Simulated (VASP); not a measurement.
Level of theory: RPA correlation on PBE orbitals, VASP's PBE PAW potentials (set 64) (plane waves; VASP).

The input files of a VASP run:

**KPOINTS**
```
Automatic mesh
0
Gamma
4 4 4
0 0 0
```

**POSCAR**
```
InN
1
    0.0000000000     2.4217460000     2.4217460000
    2.4217460000     0.0000000000     2.4217460000
    2.4217460000     2.4217460000     0.0000000000
In N
1 1
Direct
  0.0000000000   0.0000000000   0.0000000000
  0.2500000000   0.2500000000   0.2500000000
```

**INCAR**
```
SYSTEM = InN
PREC = Normal
ENCUT = 500
ALGO = ACFDT
LREAL = .FALSE.
LASPH = .TRUE.
ISMEAR = 0
SIGMA = 0.01
GGA = PE
LWAVE = .FALSE.
LCHARG = .FALSE.
NBANDS = 725
NOMEGA = 12
ENCUTGW = 300
```

POTCAR, in this order: In_d_GW N_GW_new (PBE.64 set). Program: vasp_std. Read from the step before: WAVECAR, WAVEDER.

Output

File OUTCAR:
```
 ion  position               nearest neighbor table
   1  0.000  0.000  0.000-   2 2.10   2 2.10   2 2.10   2 2.10
   2  0.250  0.250  0.250-   1 2.10   1 2.10   1 2.10   1 2.10
  LATTYP: Found a face centered cubic cell.
 ALAT       =     4.8434920000
 Subroutine PRICEL returns:
 Original cell was already a primitive cell.
 Subroutine GETGRP returns: Found 24 space group operations
The static configuration has the point symmetry T_d .
The dynamic configuration has the point symmetry T_d .
 Subroutine INISYM returns: Found 24 space group operations
 Subroutine IBZKPT returns following result:
 Found      8 irreducible k-points:

 Following reciprocal coordinates:
            Coordinates               Weight
  0.000000  0.000000  0.000000      1.000000
  0.250000  0.000000  0.000000      8.000000
  0.500000  0.000000  0.000000      4.000000
  0.250000  0.250000  0.000000      6.000000
  0.500000  0.250000  0.000000     24.000000
 -0.250000  0.250000  0.000000     12.000000
  0.500000  0.500000  0.000000      3.000000
 -0.250000  0.500000  0.250000      6.000000
 Subroutine IBZKPT_HF returns following result:
   k-points           NKPTS =      8   k-points in BZ     NKDIM =     64   number of bands    NBANDS=    725
   number of dos      NEDOS =    301   number of ions     NIONS =      2
   total plane-waves  NPLWV =   8000
   dimension x,y,z NGX =    20 NGY =   20 NGZ =   20
   dimension x,y,z NGXF=    40 NGYF=   40 NGZF=   40
   ions per type =               1   1
   PREC   = normal    normal or accurate (medium, high low for compatibility)
   ISTART =      1    job   : 0-new  1-cont  2-samecut
   ICHARG =      0    charge: 1-file 2-atom 10-const
   ISPIN  =      1    spin polarized calculation?
   LNONCOLLINEAR =      F non collinear calculations
   LSORBIT =      F    spin-orbit coupling
   INIWAV =      1    electr: 0-lowe 1-rand  2-diag
   ENCUT  =  500.0 eV  36.75 Ry    6.06 a.u.   6.24  6.24  6.24*2*pi/ulx,y,z
   NELM   =     60;   NELMIN=  2; NELMDL=  0     # of ELM steps
...
```

### OSZICAR
```
energies w=
    0.000    0.045    0.000    0.151    0.000    0.313    0.000    0.602
    0.000    1.157    0.000    2.275    0.000    4.626    0.000    9.810
    0.000   21.903    0.000   52.188    0.000  135.895    0.000  423.036
NQ=   1    0.0000    0.0000    0.0000,
 performed       4914000 updates of chi_q(r,r)
NQ=   2    0.2500    0.0000    0.0000,
 performed       9828000 updates of chi_q(r,r)
NQ=   3    0.5000    0.0000    0.0000,
 performed      14742000 updates of chi_q(r,r)
NQ=   4    0.2500    0.2500    0.0000,
 performed      19656000 updates of chi_q(r,r)
NQ=   5    0.5000    0.2500    0.0000,
 performed      24570000 updates of chi_q(r,r)
NQ=   6   -0.2500    0.2500    0.0000,
 performed      29484000 updates of chi_q(r,r)
NQ=   7    0.5000    0.5000    0.0000,
 performed      34398000 updates of chi_q(r,r)
NQ=   8   -0.2500    0.5000    0.2500,
 performed      39312000 updates of chi_q(r,r)
```

**OUTCAR**
```


      cutoff energy     smooth cutoff   RPA   correlation   Hartree contr. to MP2
---------------------------------------------------------------------------------
            300.000           240.000      -27.0379972418     -161.5996200659
            285.714           228.571      -26.9272950589     -161.4757367234
            272.109           217.687      -26.8038938995     -161.3357488422
            259.151           207.321      -26.6693398315     -161.1807787102
            246.811           197.449      -26.5193007527     -161.0051918325
            235.058           188.046      -26.3557561486     -160.8107342908
            223.865           179.092      -26.1775752030     -160.5954153371
            213.204           170.564      -25.9807552236     -160.3538695540
  linear regression
  converged value                          -28.6307363612     -163.4843100383
```
(Selected blocks of OUTCAR.)

The mesh is coarse, so the correlation energy is not converged in k-points.

The compound is InN in the zinc blende structure, a metastable form; wurtzite is the usual one. This cell is one point of a volume scan, at 0.92 of the reference volume. The k-mesh is coarse (spacing up to 0.56 per Å, 2π included), so the numbers may not be converged in it.
